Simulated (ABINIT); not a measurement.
Here is an ABINIT 10.8.3 (patched build) calculation.

The input run.abi:

```
pp_dirpath "./"
pseudos "Zn.GGA_PBE-JTH.xml, O.GGA_PBE-JTH.xml"

acell 3.249308 3.249308 5.205709 Angstrom
rprim
     1.0000000000     0.0000000000     0.0000000000
    -0.5000000000     0.8660254038     0.0000000000
     0.0000000000     0.0000000000     1.0000000000
ntypat 2
znucl 30 8
natom 4
typat 1 1 2 2
xred
     0.6666666667     0.3333333333     0.0000000000
     0.3333333333     0.6666666667     0.5000000000
     0.3333333333     0.6666666667     0.8790100000
     0.6666666667     0.3333333333     0.3790100000

ecut 28.0
pawecutdg 50.0
pawxcdev 0

kptopt 1
ngkpt 9 9 5
nshiftk 1
shiftk 0.0 0.0 0.0

ixc -109134

nband 22
occopt 3
tsmear 0.00183747

nstep 100
tolvrs 1.0e-9

iomode 3
prtwf 0
prteig 0
prtebands 0
enunit 1
prtden 1
prtvha 1
prtvclmb 1
prtpot 1
```

Potentials or basis: JTH PAW PBE v2.0.

Launch:

```console
$ abinit run.abi > log 2>&1
```

Question: Estimate the band gap on the k mesh.

Answer: 0.81 eV, direct.

Question: Estimate the pressure.

Answer: 3.4 GPa.

Question: What does it give for the largest force?

Answer: 0.069 eV/Å.

Stress tensor (GPa, compression positive):
```
2.80 0.00 0.00
0.00 2.80 0.00
0.00 0.00 4.56
```

Caveat: the PAW data sets were made with another functional, which shifts forces and pressure a little.

**What was measured.**

“Electronic structure of alkaline earth and post-transition metal oxides”, 2009, arxiv:0908.1581 quotes, for a bulk crystal of ZnO: band gap 3.37 eV.

Measured gap of ZnO: 3.37 eV (quoted in “Electronic structure of alkaline earth and post-transition metal oxides”, 2009, arxiv:0908.1581). This calculation gives 0.81 eV (-2.56 eV). So large a miss can be the level of theory's own, or it may mean another phase, state or a wrong row. The value is that of PW91, without temperature or zero-point motion. Semilocal functionals fall short of measured gaps as a rule.
